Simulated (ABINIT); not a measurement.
Write the native input for ABINIT 10.8.3 (patched build) that does the following.

```
Task                : equation of state
Functional          : PBE
Potentials or basis : PseudoDojo NC SR PBE v0.5 standard
Cutoff              : 1143 eV
k mesh              : 9 × 9 × 9
Occupations         : fermi-dirac, width 0.05 eV
Spin                : no spin polarisation
```

Crystal: YN.

```xyz
2
Lattice="0.0000 2.4385 2.4385 2.4385 0.0000 2.4385 2.4385 2.4385 0.0000" Properties=species:S:1:pos:R:3 pbc="T T T"
Y     0.0000    0.0000    0.0000
N     2.4385    2.4385    2.4385
```

One way to write it, as run:

run.abi

```
# Datasets: one volume each
ndtset 7
getwfk -1
scalecart1 3*0.9795861087
scalecart2 3*0.9864848297
scalecart3 3*0.9932883884
scalecart4 3*1.0000000000
scalecart5 3*1.0066227096
scalecart6 3*1.0131594038
scalecart7 3*1.0196128224

# Pseudopotentials
pp_dirpath "./"
pseudos "Y.upf, N.upf"

# Structure
acell 3.4485597718 3.4485597718 3.4485597718 Angstrom
rprim
     0.0000000000     0.7071067812     0.7071067812
     0.7071067812     0.0000000000     0.7071067812
     0.7071067812     0.7071067812     0.0000000000
ntypat 2
znucl 39 7
natom 2
typat 1 2
xred
     0.0000000000     0.0000000000     0.0000000000
     0.5000000000     0.5000000000     0.5000000000

# Plane-wave basis
ecut 42.0

# k points
kptopt 1
ngkpt 9 9 9
nshiftk 1
shiftk 0.0 0.0 0.0

# Exchange and correlation
ixc 11

# Bands and occupations
nband 12
occopt 3
tsmear 0.00183747

# SCF cycle
nstep 100
tolvrs 1.0e-10

# Output
iomode 3
prtwf 1
prtden 0
prteig 0
prtebands 0
enunit 1
```

Potentials or basis: PseudoDojo NC SR PBE v0.5 standard.

Launch:

```sh
$ abinit run.abi > log 2>&1
```

Results of the run:

The equilibrium volume is 14.76 Å³/atom, the bulk modulus is 159 GPa and the pressure derivative of the bulk modulus is 4.2.

Caveat: pressures at fixed basis lie under the slope of the energies.

Run time: 2.9 min on 1 thread of Arm Neoverse V2, on a shared host, peak memory 0.12 GiB.
